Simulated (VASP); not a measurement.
# CaSe in VASP: notebook

The runs below take CaSe through single point, with PBEsol.

All numbers are computed with VASP 6.6.1; they aren't measurements. Logs are shortened: lines on timing, memory, paths and dates and some standing lists are left out, and cuts for length are marked.

**Measured values to compare with.**

From a printed reference work, monograph, original work of 1988, for a bulk crystal of CaSe at 2 K: band gap 3.85 eV (indirect).

How close the calculation comes is told below.

### Step 1. The cell of the first run

It takes space group R-3m (No. 166, trigonal). Conventional cell: a = 4.140 Å, b = 4.140 Å, c = 10.216 Å, α = 90.00°, β = 90.00°, γ = 120.00°. Within 3.9 Å of Ca (site symmetry -3m) lie 6 Se at 2.93 Å. Se (site symmetry -3m) has 6 Ca at 2.93 Å within 3.9 Å.

### Step 2. Single point, PBEsol (equal xy, yz and zx engineering shears of +0.5 %)

INCAR reads:

```
PREC = Accurate
ENCUT = 520
EDIFF = 1E-7
ISMEAR = 0
SIGMA = 0.01
LREAL = F
LASPH = T
NELM = 100
ALGO = Normal
ISIF = 2
LWAVE = F
LCHARG = F
GGA = PS
NBANDS = 15
```

KPOINTS reads:

```
regular mesh
0
Gamma
  6 6 6
```

POSCAR reads:

```
CaSe
1.0
    0.0146722699      2.9417901226      2.9417901226
    2.9417901226      0.0146722699      2.9417901226
    2.9417901226      2.9417901226      0.0146722699
Ca Se
1 1
Direct
    0.0000000000      0.0000000000      0.0000000000
    0.5000000000      0.5000000000      0.5000000000
```

Potentials or basis: VASP PAW PBE potentials, release 64 (Ca_sv, Se).

Run with:

```console
$ cat potpaw_PBE.64/Ca_sv/POTCAR potpaw_PBE.64/Se/POTCAR > POTCAR
$ mpirun -np 1 vasp_std > vasp.out
```

OUTCAR:

```text
PREC = Accurate
   ENCUT = 520
   EDIFF = 1E-7
   ISMEAR = 0
   LREAL = F
   LASPH = T
   NELM = 100
   ISIF = 2
   GGA = PS

 ion  position               nearest neighbor table
   1  0.000  0.000  0.000-   2 2.93   2 2.93   2 2.93   2 2.93   2 2.93   2 2.93
   2  0.500  0.500  0.500-   1 2.93   1 2.93   1 2.93   1 2.93   1 2.93   1 2.93

  LATTYP: Found a trigonal (rhomboedric) cell.
 ALAT       =     4.1603453614
 COS(alpha) =     0.5049812503

  Lattice vectors:

 A1 = (   0.0146722699,   2.9417901226,   2.9417901226)
 A2 = (   2.9417901226,   0.0146722699,   2.9417901226)
 A3 = (   2.9417901226,   2.9417901226,   0.0146722699)

Analysis of symmetry for initial positions (statically):
=====================================================================
 Subroutine PRICEL returns:
 Original cell was already a primitive cell.

 Routine SETGRP: Setting up the symmetry group for a
 trigonal (rhombohedral) supercell.

 Subroutine GETGRP returns: Found 12 space group operations
 (whereof 12 operations were pure point group operations)
 out of a pool of 12 trial point group operations.

The static configuration has the point symmetry D_3d.

Analysis of symmetry for dynamics (positions and initial velocities):
=====================================================================
 Subroutine PRICEL returns:
 Original cell was already a primitive cell.

 Routine SETGRP: Setting up the symmetry group for a
 trigonal (rhombohedral) supercell.

 Subroutine GETGRP returns: Found 12 space group operations
 (whereof 12 operations were pure point group operations)
 out of a pool of 12 trial point group operations.

The dynamic configuration has the point symmetry D_3d.

 Subroutine INISYM returns: Found 12 space group operations
 (whereof 12 operations are pure point group operations),
 and found     1 'primitive' translations

----------------------------------------------------------------------------------------

                                     Primitive cell

  volume of cell :      50.5363

  direct lattice vectors                    reciprocal lattice vectors
     0.014672270  2.941790123  2.941790123    -0.171241408  0.170391574  0.170391574
     2.941790123  0.014672270  2.941790123     0.170391574 -0.171241408  0.170391574
     2.941790123  2.941790123  0.014672270     0.170391574  0.170391574 -0.171241408

  length of vectors
     4.160345361  4.160345361  4.160345361     0.295618330  0.295618330  0.295618330

[... 83 lines left out ...]
   NSW    =      0    number of steps for IOM
   IBRION =     -1    ionic relax: 0-MD 1-quasi-New 2-CG
   NFREE  =      0    steps in history (QN), initial steepest desc. (CG)
   ISIF   =      2    stress and relaxation
   ISYM   =      2    0-nonsym 1-usesym 2-fastsym
   POTIM  = 0.5000    time-step for ionic-motion
   TEBEG  =    0.0;   TEEND  =   0.0 temperature during run
   PSTRESS=    0.0 pullay stress
   NELECT =      16.0000    total number of electrons
   NUPDOWN=      -1.0000    fix difference up-down
   EMIN   =  10.00;   EMAX   =-10.00  energy-range for DOS
   EFERMI =   0.00;   METHOD = LEGACY
   ISMEAR =     0;   SIGMA  =   0.01  broadening in eV -4-tet -1-fermi 0-gaus
   EFERMI_NEDOS =   21; number of points for ismear=-14 and -15
   IALGO  =     38    algorithm
   IMIX   =      4    mixing-type and parameters
     AMIX     =   0.40;   BMIX     =  1.00
     AMIX_MAG =   1.60;   BMIX_MAG =  1.00
  volume/ion in A,a.u.               =      25.27       170.52
  Fermi-wavevector in a.u.,A,eV,Ry     =   1.115784  2.108527 16.938907  1.244975
  Thomas-Fermi vector in A             =   2.252392
   LORBIT       =      0    0 simple, 1 ext, 2 COOP (PROOUT), +10 PAW based schemes
   GGA     = PS    functional components
   LHFCALC =     F    Hartree Fock is set to
   AEXX    =    0.0000 exact exchange contribution
   IVDW    =     0    specifies the selected vdW correction
   LEPSILON=     F    determine dielectric tensor
   LRPA    =     F    only Hartree local field effects (RPA)
 non-spin polarized calculation
 Gauss-broadening in eV      SIGMA  =   0.01
  energy-cutoff  :      520.00
  volume of cell :       50.54
 maximum number of plane-waves:      1372
   NGX = 15   NGY = 15   NGZ = 15

 number of electron      16.0000001 magnetization

 Free energy of the ion-electron system (eV)
  ---------------------------------------------------
  ext. energy  EPLUGINS =         0.00000000
  ---------------------------------------------------
  free energy    TOTEN  =       -10.07264629 eV

  energy without entropy =      -10.07264629  energy(sigma->0) =      -10.07264629

 E-fermi :   2.6887     XC(G=0):  -9.4276

 val. band max:        2.5241150689   @ k =   0.0000   0.0000   0.0000
 cond. band min:       4.3746835895   @ k =   0.5000   0.5000   0.0000
 fundamental gap:      1.8505685206
 Fermi energy:         2.6886639701

 k-point     1 :       0.0000    0.0000    0.0000
  band No.  band energies     occupation
      1     -36.9632      2.00000
      2     -18.0429      2.00000
      3     -18.0429      2.00000
      4     -18.0418      2.00000
      5      -9.3991      2.00000
      6       2.4807      2.00000
      7       2.5241      2.00000
      8       2.5241      2.00000
      9       5.8142      0.00000
     10       6.1110      0.00000
     11       6.1634      0.00000
     12       6.1634      0.00000
     13       6.7703      0.00000
     14       6.7703      0.00000
[... 401 lines left out ...]
      2     -18.1237      2.00000
      3     -18.0948      2.00000
      4     -18.0866      2.00000
      5      -8.7102      2.00000
      6       0.1306      2.00000
      7       0.8536      2.00000
      8       0.9307      2.00000
      9       5.7381      0.00000
     10       7.7052      0.00000
     11       7.8768      0.00000
     12       8.3926      0.00000
     13       8.6270      0.00000
     14       9.5951      0.00000
     15      12.0586      0.00000

 [... further k-points ...]
[... 5 lines left out ...]
  --------------------------------------------------------------------------------------
  -------------------------------------------------------------------------------------
  Total        0.0643832      0.0643832      0.0643832     -0.0434134     -0.0434134     -0.0434134
  in kB        2.0411714      2.0411714      2.0411714     -1.3763561     -1.3763561     -1.3763561
  external PRESSURE =       2.0411714 kB  Pullay stress =       0.0000000 kB

 VOLUME and BASIS-vectors are now :
 -----------------------------------------------------------------------------
  energy-cutoff  :      520.00
  volume of cell :       50.54
      direct lattice vectors                 reciprocal lattice vectors
     0.014672270  2.941790123  2.941790123    -0.171241408  0.170391574  0.170391574
     2.941790123  0.014672270  2.941790123     0.170391574 -0.171241408  0.170391574
     2.941790123  2.941790123  0.014672270     0.170391574  0.170391574 -0.171241408

 POSITION                                       TOTAL-FORCE (eV/Angst)
 -----------------------------------------------------------------------------------
      0.00000      0.00000      0.00000        -0.000000      0.000000     -0.000000
      2.94913      2.94913      2.94913         0.000000     -0.000000      0.000000
 -----------------------------------------------------------------------------------
    total drift:                                0.000000     -0.000000     -0.000000

  FREE ENERGIE OF THE ION-ELECTRON SYSTEM (eV)
  ---------------------------------------------------
  free  energy   TOTEN  =       -10.0726462875 eV

  energy  without entropy=      -10.0726462875  energy(sigma->0) =      -10.07264629
```

OSZICAR:

```text
N       E                     dE             d eps       ncg     rms          rms(c)
DAV:   1     0.104404400915E+03    0.10440E+03   -0.74506E+03   960   0.983E+02
DAV:   2    -0.587293150007E+01   -0.11028E+03   -0.10548E+03  1163   0.243E+02
DAV:   3    -0.100129403602E+02   -0.41400E+01   -0.41004E+01  1298   0.453E+01
DAV:   4    -0.102197912803E+02   -0.20685E+00   -0.20676E+00  1315   0.810E+00
DAV:   5    -0.102209956727E+02   -0.12044E-02   -0.12043E-02  1298   0.708E-01    0.427E+00
DAV:   6    -0.100882909924E+02    0.13270E+00   -0.15774E-01  1156   0.223E+00    0.251E+00
DAV:   7    -0.100719306383E+02    0.16360E-01   -0.80679E-02  1301   0.189E+00    0.722E-01
DAV:   8    -0.100725460906E+02   -0.61545E-03   -0.85827E-03  1072   0.741E-01    0.935E-02
DAV:   9    -0.100726146621E+02   -0.68572E-04   -0.49490E-04  1201   0.230E-01    0.409E-02
DAV:  10    -0.100726420407E+02   -0.27379E-04   -0.92296E-05  1149   0.641E-02    0.131E-02
DAV:  11    -0.100726471349E+02   -0.50943E-05   -0.19914E-05  1205   0.429E-02    0.647E-03
DAV:  12    -0.100726466248E+02    0.51010E-06   -0.97882E-07  1189   0.815E-03    0.384E-03
DAV:  13    -0.100726462159E+02    0.40895E-06   -0.67916E-07  1205   0.623E-03    0.127E-03
DAV:  14    -0.100726462875E+02   -0.71601E-07   -0.23852E-08   613   0.140E-03
   1 F= -.10072646E+02 E0= -.10072646E+02  d E =-.133951-121
```

Run time: 24 s. Hardware: 1 thread of Intel Xeon Platinum 8259CL at 2.50GHz (Skylake/Cascade Lake), shared host; peak memory 0.18 GiB.

Results:

```
Free energy            : -10.0726 eV
Pressure               : 0.2 GPa
Band gap on the k mesh : 1.85 eV, indirect (least direct gap 2.81 eV)
```

Caveat: the cell differs from its parent crystal (equal xy, yz and zx engineering shears of +0.5 %); the PAW data sets were made with another functional, which shifts forces and pressure a little.

### Step 3. Single point, PBEsol (atom 1 moved by [0.01, 0.01, 0.01] A)

INCAR reads:

```
SYSTEM = CaSe
PREC = Accurate
ENCUT = 520
EDIFF = 1E-6
ISMEAR = 0
SIGMA = 0.01
LREAL = .False.
LASPH = .True.
NELM = 100
ALGO = Normal
ISIF = 2
LWAVE = .False.
LCHARG = .False.
GGA = PS
NBANDS = 15
```

KPOINTS reads:

```
Automatic mesh
0
Gamma
  6 6 6
  0 0 0
```

POSCAR reads:

```
CaSe
1.0
    0.0000000000      2.9344539877      2.9344539877
    2.9344539877      0.0000000000      2.9344539877
    2.9344539877      2.9344539877      0.0000000000
Ca Se
1 1
Direct
    0.0017038945      0.0017038945      0.0017038945
    0.5000000000      0.5000000000      0.5000000000
```

Potentials or basis: VASP PAW PBE potentials, release 64 (Ca_sv, Se).

Run with:

```console
$ cat potpaw_PBE.64/Ca_sv/POTCAR potpaw_PBE.64/Se/POTCAR > POTCAR
$ mpirun -np 1 vasp_std > vasp.out
```

Run time: 28 s. Hardware: 1 thread of Intel Xeon Platinum 8259CL at 2.50GHz (Skylake/Cascade Lake), shared host; peak memory 0.18 GiB.

It converged, with:

- Free energy: -10.0725 eV
- Pressure: 0.2 GPa
- Largest force: 0.057 eV/Å
- Band gap on the k mesh: 1.87 eV, indirect (least direct gap 2.84 eV)

Forces on the atoms (eV/Å):
```
Ca  -0.033 -0.033 -0.033
Se   0.033  0.033  0.033
```

Levels at points of the mesh, in eV from the valence-band top:
```
           k point  band 6  band 7  band 8  band 9  band 10  band 11
(0.00, 0.00, 0.00)    0.00    0.00    0.00    3.31     3.64     3.64
(0.50, 0.00, 0.00)   -3.43   -1.27   -1.26    4.42     5.51     5.54
(0.50, 0.50, 0.50)   -3.43   -1.27   -1.27    4.42     5.51     5.54
(0.50, 0.50, 0.00)   -2.62   -0.97   -0.97    1.87     5.04     5.07
```

Caveat: the cell differs from its parent crystal (atom 1 moved by [0.01, 0.01, 0.01] A); the PAW data sets were made with another functional, which shifts forces and pressure a little. A k mesh can miss the band edges.

### Step 4. Single point, PBEsol (atom 1 moved by [-0.01, -0.01, -0.01] A)

INCAR reads:

```
SYSTEM = CaSe
PREC     = Accurate       ! precision mode
ENCUT    = 520            ! plane-wave cutoff, eV
EDIFF    = 1E-6           ! SCF threshold, eV
ISMEAR   = 0              ! smearing method
SIGMA    = 0.01           ! smearing width, eV
LREAL    = .False.        ! projectors in reciprocal space
LASPH    = .True.         ! aspherical terms in the spheres
NELM     = 60             ! most SCF steps
ALGO     = Normal         ! electronic algorithm
ISIF     = 2              ! what is computed and relaxed
LWAVE    = .False.        ! write WAVECAR
LCHARG   = .False.        ! write CHGCAR
GGA      = PS             ! functional
NBANDS   = 15             ! bands
```

KPOINTS is that of step 3.

Changes to POSCAR since step 3:

```diff
@@ -8,3 +8,3 @@
 Direct
-    0.0017038945      0.0017038945      0.0017038945
+   -0.0017038945     -0.0017038945     -0.0017038945
     0.5000000000      0.5000000000      0.5000000000
```

Run with:

```console
$ cat potpaw_PBE.64/Ca_sv/POTCAR potpaw_PBE.64/Se/POTCAR > POTCAR
$ mpirun -np 1 vasp_std > vasp.out
```

It took 21 s on 1 thread of Intel Xeon Platinum 8259CL at 2.50GHz (Skylake/Cascade Lake), shared host; peak memory 0.18 GiB.

It converged, with:

| Item | Value |
| --- | --- |
| Free energy | -10.0725 eV |
| Pressure | 0.2 GPa |
| Largest force | 0.057 eV/Å |
| Band gap on the k mesh | 1.87 eV, indirect (least direct gap 2.84 eV) |

Forces on the atoms (eV/Å):
```
Ca   0.033  0.033  0.033
Se  -0.033 -0.033 -0.033
```

Levels at points of the mesh, in eV from the valence-band top:
```csv
k point,band 4,band 5,band 6,band 7,band 8,band 9,band 10,band 11,band 12,band 13
"(0.00, 0.00, 0.00)",-20.55,-11.91,0.00,0.00,0.00,3.31,3.64,3.64,3.64,4.26
"(0.50, 0.00, 0.00)",-20.56,-11.15,-3.43,-1.27,-1.26,4.42,5.51,5.54,5.54,7.67
"(0.50, 0.50, 0.50)",-20.56,-11.15,-3.43,-1.27,-1.27,4.42,5.51,5.54,5.54,7.68
"(0.50, 0.50, 0.00)",-20.59,-11.29,-2.62,-0.97,-0.97,1.87,5.04,5.07,6.11,6.11
```

Caveat: the cell differs from its parent crystal (atom 1 moved by [-0.01, -0.01, -0.01] A); the PAW data sets were made with another functional, which shifts forces and pressure a little. A k mesh can miss the band edges.

### Step 5. Single point, PBEsol

INCAR reads:

```
SYSTEM = CaSe
PREC = Accurate
ENCUT = 520
EDIFF = 1E-6
ISMEAR = 0
SIGMA = 0.01
LREAL = .False.
LASPH = .True.
NELM = 60
ALGO = Normal
ISIF = 2
LWAVE = .False.
LCHARG = .False.
GGA = PS
NBANDS = 15
ISYM = 0
```

KPOINTS reads:

```
Automatic mesh
0
Gamma
  6 6 6
  0.5 0.5 0.5
```

Changes to POSCAR since step 4:

```diff
@@ -8,3 +8,3 @@
 Direct
-   -0.0017038945     -0.0017038945     -0.0017038945
+    0.0000000000      0.0000000000      0.0000000000
     0.5000000000      0.5000000000      0.5000000000
```

Run with:

```console
$ cat potpaw_PBE.64/Ca_sv/POTCAR potpaw_PBE.64/Se/POTCAR > POTCAR
$ mpirun -np 1 vasp_std > vasp.out
```

It took 3.8 min on 1 thread of Intel Xeon Platinum 8259CL at 2.50GHz (Skylake/Cascade Lake), shared host; peak memory 0.45 GiB.

Results (log left out):

| Quantity | Value |
| --- | --- |
| Free energy | -10.0741 eV |
| Pressure | 0.2 GPa |
| Band gap on the k mesh | 2.22 eV, indirect (least direct gap 3.09 eV) |

Levels at points of the mesh, in eV from the valence-band top:
| k point | band 5 | band 6 | band 7 | band 8 | band 9 | band 10 | band 11 | band 12 |
| --- | --- | --- | --- | --- | --- | --- | --- | --- |
| (0.08, 0.08, 0.08) | -11.74 | -0.29 | 0.00 | 0.00 | 3.65 | 3.86 | 3.86 | 4.00 |

Caveat: the PAW data sets were made with another functional, which shifts forces and pressure a little.

### Step 6. Overview

```tsv
cell	k mesh	gap on the mesh (eV)	pressure (GPa)
a = 4.160 Å, angles 59.7°, 2 atoms	6 × 6 × 6	1.85	0.2
a = 4.150 Å, angles 60.0°, 2 atoms	6 × 6 × 6	1.87	0.2
a = 4.150 Å, angles 60.0°, 2 atoms	6 × 6 × 6, shifted	2.22	0.2
```

Some of these runs hold the atoms at other places in the same cell, which the table doesn't show; runs alike in all that it shows share one row.

Alike in all rows: task single point; level PBEsol; potentials or basis VASP PAW PBE potentials, release 64 (Ca_sv, Se); no spin polarisation; cutoff (eV) 520; smearing gaussian 0.01 eV.

Caveats: the PAW data sets were made with another functional, which shifts forces and pressure a little.

Absolute energies hang on the potentials; compare differences alone.

### Step 7. Comparison with measurements

Step 5. A measured gap of CaSe is 3.85 eV (indirect; 2 K; a printed reference work, monograph, original work of 1988); the calculated 2.22 eV misses it by -1.63 eV. Spin-orbit coupling on Se is left out. The value is that of PBEsol on a finite k mesh, which can miss the band edges, without temperature or zero-point motion. Semilocal functionals fall short of measured gaps as a rule.
